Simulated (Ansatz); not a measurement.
# WS2 in Ansatz: relaxation of cell and atoms with revPBE

Aim: the relaxation of cell and atoms of WS2 with revPBE.

Everything below comes from runs of Ansatz 0.2.0. Logs are shortened: lines on timing, memory, paths and dates and some standing lists are left out, and cuts for length are marked.

### 1 Starting point

The cell holds a slab with vacuum, 12 atoms: a = 3.183 Å, b = 3.183 Å, c = 35.181 Å, α = 90.00°, β = 90.00°, γ = 120.00°.

### 2 Relaxation of cell and atoms, revPBE

input.yaml

```yaml
crystal:
  lattice:
    - [3.1831225544, 0.0, 0.0]
    - [-1.5915612772, 2.7566649955, 0.0]
    - [0.0, 0.0, 35.1805582101]
  atoms:
    - { symbol: W, position: [0.3333333333, 0.6666666667, 0.59231661] }
    - { symbol: W, position: [0.3333333333, 0.6666666667, 0.2234] }
    - { symbol: W, position: [0.6666666667, 0.3333333333, 0.7766] }
    - { symbol: W, position: [0.6666666667, 0.3333333333, 0.40768339] }
    - { symbol: S, position: [0.3333333333, 0.6666666667, 0.82114964] }
    - { symbol: S, position: [0.3333333333, 0.6666666667, 0.45202369] }
    - { symbol: S, position: [0.6666666667, 0.3333333333, 0.63662107] }
    - { symbol: S, position: [0.6666666667, 0.3333333333, 0.26774184] }
    - { symbol: S, position: [0.3333333333, 0.6666666667, 0.73225816] }
    - { symbol: S, position: [0.3333333333, 0.6666666667, 0.36337893] }
    - { symbol: S, position: [0.6666666667, 0.3333333333, 0.54797631] }
    - { symbol: S, position: [0.6666666667, 0.3333333333, 0.17885036] }
hamiltonian:
  xc: revpbe
  pseudopotentials: { kind: paw }
kpoints:
  mp_grid: { grid: [10, 10, 1] }
scf:
  occupations: { method: fermi_dirac, width: 0.05 }
output:
  forces: true
  stress: true
  eigenvalues: true
  write_density: true
  write_potential: true
  elf: true
  volumetric_format: npy
relax:
  f_tol: 0.01
  max_steps: 40
  cell: { stress_tol: 0.05 }
```

Potentials or basis: Ansatz PAW.

On the command line:

```console
ansatz run input.yaml --threads 4 --pin off --max-ram 11264MiB --backend cpu --events-out ev --progress --plain --runs-dir out
```

Log:

```text
Warning: RAYON_NUM_THREADS=4 ignored (pool sized by the plan → 4); use --threads N
Engine: ansatz 0.2.0, aarch64-unknown-linux-gnu
Pseudopotentials: kind: paw
Pseudopotential: W, paw, valence charge 14, recommended cutoff 420 eV (normal), W.paw.azcp
Pseudopotential: S, paw, valence charge 6, recommended cutoff 420 eV (normal), S.paw.azcp
Functional definition: revPBE
  parameter kappa = 1.245
  parameter beta = 0.06672455060314922
  exchange = pbe_x(kappa = kappa, mu = beta*pi^2/3)
  correlation = pbe_c(beta = beta)
Crystal: 12 atoms, lattice volume = 308.702 Å³
Basis set: ecut = 420 eV, 6081 PW (Γ), exchange–correlation on 48×48×480 points (8 copies of the dense FFT grid, shifted against one another)
Bands: 64, of which v1, the nominal top of the filled ones, is band 52 counted from 1 (51 counted from 0)
Symmetry: 12 space group operations
Space group: P-3m1 (ITA 164), of the structure as read, at distance tolerance 6.8e-5 Å
k-points: 14 of 100
Non-local potential: W, projectors of the file, l = 0: 3, l = 1: 2, l = 2: 2, l = 3: 1
Non-local potential: S, projectors of the file, l = 0: 2, l = 1: 2, l = 2: 2
PAW form: soft (Blöchl's): semilocal exchange-correlation on the pseudo side does not see the compensation charge
PAW frozen core: W, regenerated for the run's functional, and the local potential with it (the file was generated under x = pbe(κ = 0.804, μ = 0.2195149727645171), c = pbe(β = 0.06672455060314922))
PAW frozen core: S, regenerated for the run's functional, and the local potential with it (the file was generated under x = pbe(κ = 0.804, μ = 0.2195149727645171), c = pbe(β = 0.06672455060314922))
PAW one-centre angular grid: W, 590 points (default); XC on 64 Gauss nodes
PAW one-centre angular grid: S, 110 points (default); XC on 64 Gauss nodes
Initial density: superposition of atomic densities (neutral atoms: chi_scale 0, normalization atom), corrected by the library's trained network
Initial wavefunctions: pseudopotential atomic-orbital guess
Functional: x = revpbe(κ = 1.245, μ = 0.2195149727645171), c = pbe(β = 0.06672455060314922)
SCF iter   1: F=—  HF=-48821.568823 eV  |F-HF|=—  |Δ(HF+E_count)|=         —  Δρ=4.73e-3  dr2=9.87e-2  ethr=1.77e-3  ⟨swp⟩=7.2  Hψ=4105  notcnv=0
preconditioner: auto → Resta (q_TF=auto, 2.276 Å⁻¹)  ε∞=5.6  [insulator: Δε(μ)=1.423 eV  Ē_g=8.358 eV  σ=0.050 eV  W_gap=1.00  n_scr=24 (ndim 8)  ℏωp=17.9 eV  f_vac=0.281  D(μ)=0.00/eV (n_scr^D=0)  ε∞_Penn≈5.6  vacuum switching on, ρ_ref=5.1e-3 e/Å³]
SCF iter   2: F=—  HF=-48821.578911 eV  |F-HF|=—  |Δ(HF+E_count)|=   1.01e-2  Δρ=2.49e-3  dr2=9.88e-3  ethr=9.49e-5  ⟨swp⟩=2.3  Hψ=1581  notcnv=0  defer=35
SCF iter   3: F=—  HF=-48821.588490 eV  |F-HF|=—  |Δ(HF+E_count)|=   9.58e-3  Δρ=1.36e-3  dr2=3.21e-3  ethr=9.50e-6  ⟨swp⟩=2.1  Hψ=1329  notcnv=0  defer=35
SCF iter   4: F=—  HF=-48821.593423 eV  |F-HF|=—  |Δ(HF+E_count)|=   4.93e-3  Δρ=1.62e-4  dr2=2.12e-4  ethr=3.08e-6  ⟨swp⟩=2.1  Hψ=1449  notcnv=0  defer=35
SCF iter   5: F=—  HF=-48821.593507 eV  |F-HF|=—  |Δ(HF+E_count)|=   8.44e-5  Δρ=9.91e-5  dr2=1.06e-4  ethr=2.03e-7  ⟨swp⟩=2.5  Hψ=1563  notcnv=0  defer=35
SCF iter   6: F=—  HF=-48821.593523 eV  |F-HF|=—  |Δ(HF+E_count)|=   1.60e-5  Δρ=3.50e-5  dr2=8.67e-6  ethr=1.02e-7  ⟨swp⟩=2.0  Hψ=1281  notcnv=0  defer=35
SCF iter   7: F=—  HF=-48821.593384 eV  |F-HF|=—  |Δ(HF+E_count)|=   1.40e-4  Δρ=1.15e-5  dr2=5.03e-7  ethr=8.33e-9  ⟨swp⟩=2.0  Hψ=1285  notcnv=0  defer=35
[... 283 lines left out ...]
WARN: The output density's exchange-correlation potential varies sharply where the density is thin. Do not read a vacuum level from v_tot or v_xc, or from such a field of the output density. On a cell that repeats whose density bears no net charge and no dipole along the vacuum's axis use v_es (v_loc + v_h of the components); under efield.dipole_correction with no amplitude use v_es + v_field, which holds any external_charges[].barrier, or the levels of the report's work_function block, which leave it out; under a non-zero efield.amplitude the vacuum is tilted and has no level; on a cell that repeats and bears such a dipole with no correction it is tilted too, and efield.dipole_correction with no amplitude gives each side of its ramp a level where efield: is served; in a cell that repeats whose density bears a net charge (total_charge, or a fill off its count) it is curved and has none; of a slab under crystal.periodic whose density bears no net charge use v_es, which has a level on each side, short of where the two are joined; of another it falls or rises all the way out and has none; of a slab beside external_charges read slab_vacuum_level instead, which it has where they leave it neutral. The grid or the basis barely resolves most such structure, and the values can differ between equally converged runs; as a rule a tighter scf.convergence.dr2_threshold does not remove it. Where the density itself ripples (under the LDA too) a higher basis.ecutwfc lessens it. The files hold the spikes' plane waves up to the density's cutoff. Files: v_tot_of_output_density and the like, and their columns of v_z.tsv (output.write_potential); v_xc_of_output_density and the like, and their columns of v_comp_z.tsv (output.write_potential_components). Measured: with its Gaussian average of σ = 0.25 Å subtracted twice, the exchange-correlation potential is over 0.1 eV at 4326 of the grid points where the equally averaged density (valence and model cores) is under 1e-3 e/Å³, and 1.79 eV at the most among them, at an averaged density of 9.8e-4 e/Å³. The input density's (outcome.potential() and, of a run that writes arrays, v_tot and v_xc) is over 0.1 eV, so measured, at 4332 points of its own thin density, 1.79 eV at the most. See output.write_potential in the manual, Limitations
SCF converged after 7 iterations
Free energy (F): -48821.850594 eV
Harris-Foulkes:  -48821.850594 eV  (|F-HF|=2.91e-11)
Internal energy: -48821.850594 eV  (E = F + TS)
E sigma→0 (E₀):  -48821.850594 eV
Fermi energy:    5.948566 eV
--- Per-component energies (eV) ---
  E_band       = -1375.331046
  E_kinetic    = 2655.767333
  E_local      = -24339.388686  (includes V_loc(G=0)·N_el)
  E_nonlocal   = 223.846696
  E_hartree    = 11137.307468
  E_xc         = -1847.363988
  E_vxc        = -1654.690428  (∫ρ·V_xc dr)
  E_paw        = -39105.773372  (= ΣΔE_a)
  E_vpaw       = -535.480246  (= ΣTr[D̂ρ^β])
  E_aug_tail   = -0.000233  (compensation charges beyond the density's cutoff)
  E_ewald      = 2454.024318
  E_core_change = -0.270128  (= ΣΔE_core)
  E_smearing   = -0.000000  (= −TS)
  E_closure    = -0.000000  (closes the sum)
  Σ components = -48821.850594   (vs F -48821.850594, Δ=0.00e0)
--- Forces (eV/Å), atoms counted from 1 ---
  atom   1  W      0.00000000    -0.00000000     0.00024757
  atom   2  W      0.00000000    -0.00000000    -0.00028351
  atom   3  W     -0.00000000     0.00000000     0.00028351
  atom   4  W      0.00000000     0.00000000    -0.00024757
  atom   5  S     -0.00000000    -0.00000000     0.00501328
  atom   6  S      0.00000000    -0.00000000     0.00236863
  atom   7  S      0.00000000     0.00000000     0.00291893
  atom   8  S      0.00000000     0.00000000     0.00378970
  atom   9  S      0.00000000     0.00000000    -0.00378970
  atom  10  S      0.00000000    -0.00000000    -0.00291893
  atom  11  S     -0.00000000     0.00000000    -0.00236863
  atom  12  S     -0.00000000     0.00000000    -0.00501328
  max |Σ_I F_I| component: 2.31e-18 eV/Å
--- Stress (GPa, compression-positive) ---
        0.009578       0.000000       0.000000
        0.000000       0.009578       0.000000
        0.000000       0.000000       0.042461
  P = ⅓ Tr σ = 0.0205 GPa (0.205 kbar)
--- Band table (eV; the first three rows and the last of 14) ---
  k-point 0: bands = ["-69.0240", "-69.0240", "-69.0239", "-69.0239", "-33.2766", "-33.2766", "-33.2766", "-33.2766", "-33.1475", "-33.1475", "-33.1474", "-33.1474", "-33.1474", "-33.1474", "-33.1474", "-33.1474", "-9.6707", "-9.6704", "-9.6700", "-9.6696", "-8.0699", "-8.0689", "-8.0681", "-8.0672", "-1.2620", "-1.2545", "-1.2478", "-1.2404", "2.1516", "2.1516", "2.1516", "2.1516", "2.1519", "2.1519", "2.1519", "2.1519", "2.8867", "2.9247", "2.9624", "3.0024", "3.3553", "3.3553", "3.3553", "3.3553", "3.3555", "3.3555", "3.3556", "3.3556", "4.9459", "4.9822", "5.0179", "5.0538", "7.8203", "7.8203", "7.8203", "7.8203", "7.8204", "7.8204", "7.8204", "7.8204", "7.9648", "7.9648", "7.9652", "7.9652"]
  k-point 1: bands = ["-69.0226", "-69.0226", "-69.0225", "-69.0225", "-33.2713", "-33.2712", "-33.2712", "-33.2712", "-33.1774", "-33.1774", "-33.1774", "-33.1773", "-33.1544", "-33.1544", "-33.1544", "-33.1544", "-9.5126", "-9.5123", "-9.5119", "-9.5114", "-8.0117", "-8.0107", "-8.0100", "-8.0091", "-1.0723", "-1.0649", "-1.0581", "-1.0507", "1.7439", "1.7439", "1.7441", "1.7442", "2.3055", "2.3055", "2.3058", "2.3058", "2.3808", "2.3989", "2.4159", "2.4335", "3.1120", "3.1120", "3.1122", "3.1123", "3.5793", "3.5963", "3.6139", "3.6331", "4.8612", "4.8877", "4.9134", "4.9390", "7.5948", "7.6157", "7.6375", "7.6643", "7.7024", "7.7124", "7.7187", "7.7234", "7.8288", "7.8293", "7.8296", "7.8299"]
  k-point 2: bands = ["-69.0188", "-69.0188", "-69.0188", "-69.0188", "-33.2572", "-33.2572", "-33.2572", "-33.2572", "-33.2550", "-33.2550", "-33.2550", "-33.2550", "-33.1727", "-33.1726", "-33.1726", "-33.1726", "-9.0735", "-9.0731", "-9.0728", "-9.0723", "-7.8509", "-7.8501", "-7.8494", "-7.8487", "-0.5973", "-0.5902", "-0.5839", "-0.5769", "0.8879", "0.8882", "0.8886", "0.8891", "1.6044", "1.6126", "1.6202", "1.6282", "2.5901", "2.5901", "2.5903", "2.5904", "2.7123", "2.7123", "2.7125", "2.7126", "3.4893", "3.5068", "3.5240", "3.5422", "4.4629", "4.4712", "4.4790", "4.4867", "7.2331", "7.2732", "7.3154", "7.3614", "7.5742", "7.5748", "7.5752", "7.5755", "7.8345", "7.8582", "7.8800", "7.9014"]
  k-point 13: bands = ["-69.0073", "-69.0073", "-69.0073", "-69.0073", "-33.3903", "-33.3903", "-33.3903", "-33.3903", "-33.3252", "-33.3252", "-33.3252", "-33.3252", "-33.2142", "-33.2142", "-33.2142", "-33.2142", "-7.3836", "-7.3836", "-7.3835", "-7.3834", "-7.2175", "-7.2175", "-7.2174", "-7.2173", "-0.5812", "-0.5809", "-0.5806", "-0.5801", "-0.4422", "-0.4419", "-0.4417", "-0.4415", "0.7704", "0.7706", "0.7707", "0.7708", "1.1836", "1.1851", "1.1863", "1.1876", "1.7201", "1.7221", "1.7238", "1.7255", "2.7360", "2.7366", "2.7370", "2.7373", "4.8432", "4.8443", "4.8452", "4.8462", "6.9440", "6.9444", "6.9448", "6.9453", "8.3776", "8.3912", "8.4042", "8.4179", "8.7756", "8.7846", "8.7931", "8.8014"]
--- Relaxed structure (15 steps of the walk, 15 accepted, 1 SCFs on fresh bases) ---
  F+E_penalty+E_count = -48821.85059354 eV   max|allowed force component| = 5.013e-3 eV/Å   (the final SCF, on the basis selected at the relaxed cell)
  cell:  # Å, volume = 336.7546 Å³
    - [3.2046319964718037, -1.8685915188618565e-32, -1.7899776361912922e-32]
    - [-1.6023159982359019, 2.7752927187250256, -1.650216341031961e-32]
    - [-2.8605466140697914e-31, -4.665097048179236e-31, 37.864011395804724]
  atoms:
    - { symbol: W, position: [0.3333333333333333, 0.6666666666666666, 0.6116507839085772] }
    - { symbol: W, position: [0.3333333333333333, 0.6666666666666666, 0.16169787380491812] }
    - { symbol: W, position: [0.6666666666666666, 0.3333333333333333, 0.8383021261950816] }
    - { symbol: W, position: [0.6666666666666666, 0.3333333333333333, 0.3883492160914228] }
    - { symbol: S, position: [0.3333333333333333, 0.6666666666666666, 0.8798129951320112] }
    - { symbol: S, position: [0.3333333333333333, 0.6666666666666666, 0.42986150670738554] }
    - { symbol: S, position: [0.6666666666666666, 0.3333333333333333, 0.6531631892267907] }
    - { symbol: S, position: [0.6666666666666666, 0.3333333333333333, 0.20320915829689432] }
    - { symbol: S, position: [0.3333333333333333, 0.6666666666666666, 0.7967908417031055] }
    - { symbol: S, position: [0.3333333333333333, 0.6666666666666666, 0.3468368107732091] }
    - { symbol: S, position: [0.6666666666666666, 0.3333333333333333, 0.5701384932926142] }
    - { symbol: S, position: [0.6666666666666666, 0.3333333333333333, 0.12018700486798865] }
```

It took 2.1 min on 4 threads of Arm Neoverse V1, shared host; peak memory 1 GiB.

What came out:

| Item | Value |
| --- | --- |
| Free energy | -48821.8506 eV |
| Relaxed volume | 28.06 Å³/atom |
| Relaxed cell | a = 3.205 Å, b = 3.205 Å, c = 37.864 Å, α = 90.00°, β = 90.00°, γ = 120.00° |
| Space group after relaxing (to 0.05 Å) | P-3m1 (No. 164) |
| Energy gained by relaxing | 21.4 meV/atom |
| Ionic steps | 16 |
| Largest force after relaxing | 0.005 eV/Å |
| Band gap on the k mesh | 1.89 eV, indirect (least direct gap 2.10 eV) |

Forces on the atoms (eV/Å):
```
W    0.000  0.000  0.000
W    0.000  0.000  0.000
W    0.000  0.000  0.000
W    0.000  0.000  0.000
S    0.000  0.000  0.005
S    0.000  0.000  0.002
S    0.000  0.000  0.003
S    0.000  0.000  0.004
S    0.000  0.000 -0.004
S    0.000  0.000 -0.003
S    0.000  0.000 -0.002
S    0.000  0.000 -0.005
```

The path:
| step | energy change (eV) | largest force (eV/Å) | volume (Å³) |
| --- | --- | --- | --- |
| 1 | 0.0000 | 0.3007 | 308.70 |
| 2 | -0.1135 | 0.1100 | 331.21 |
| 3 | -0.1874 | 0.0362 | 334.69 |
| 4 | -0.2185 | 0.0195 | 342.63 |
| 5 | -0.2314 | 0.0647 | 352.01 |
| 6 | -0.2337 | 0.0506 | 356.01 |
| 7 | -0.2351 | 0.0078 | 357.63 |
| 8 | -0.2367 | 0.0207 | 358.16 |
| 9 | -0.2397 | 0.0309 | 356.93 |
| 10 | -0.2430 | 0.0267 | 353.30 |
| 11 | -0.2454 | 0.0319 | 350.11 |
| 12 | -0.2484 | 0.0174 | 346.03 |
| 13 | -0.2502 | 0.0088 | 342.76 |
| 14 | -0.2515 | 0.0053 | 339.73 |
| 15 | -0.2526 | 0.0054 | 336.75 |
| 16 | -0.2572 | 0.0050 | 336.75 |

Final structure:
```
W S
1.0
     3.20463    0.00000    0.00000
    -1.60232    2.77529    0.00000
     0.00000    0.00000   37.86401
W S
4 8
Direct
  0.33333 0.66667 0.61165
  0.33333 0.66667 0.16170
  0.66667 0.33333 0.83830
  0.66667 0.33333 0.38835
  0.33333 0.66667 0.87981
  0.33333 0.66667 0.42986
  0.66667 0.33333 0.65316
  0.66667 0.33333 0.20321
  0.33333 0.66667 0.79679
  0.33333 0.66667 0.34684
  0.66667 0.33333 0.57014
  0.66667 0.33333 0.12019
```

Levels at points of the mesh, in eV from the valence-band top:
```csv
k point,band 50,band 51,band 52,band 53,band 54,band 55
"(0.00, 0.00, 0.00)",-0.07,-0.04,0.00,2.77,2.77,2.77
"(0.00, -0.50, 0.00)",-0.97,-0.97,-0.97,2.71,2.71,2.71
```

Caveat: the plane-wave basis is chosen anew once the cell has moved, so the energies of steps on either side of that aren't comparable; spin-orbit coupling is left out, which moves the levels of the heavy elements; the PAW data sets come from PBE, with cores solved anew for the run's functional, which leaves a small shift of forces and pressure; without dispersion, layers of such crystals drift apart on relaxing, which shifts levels and gaps; volumes and pressures include the vacuum.
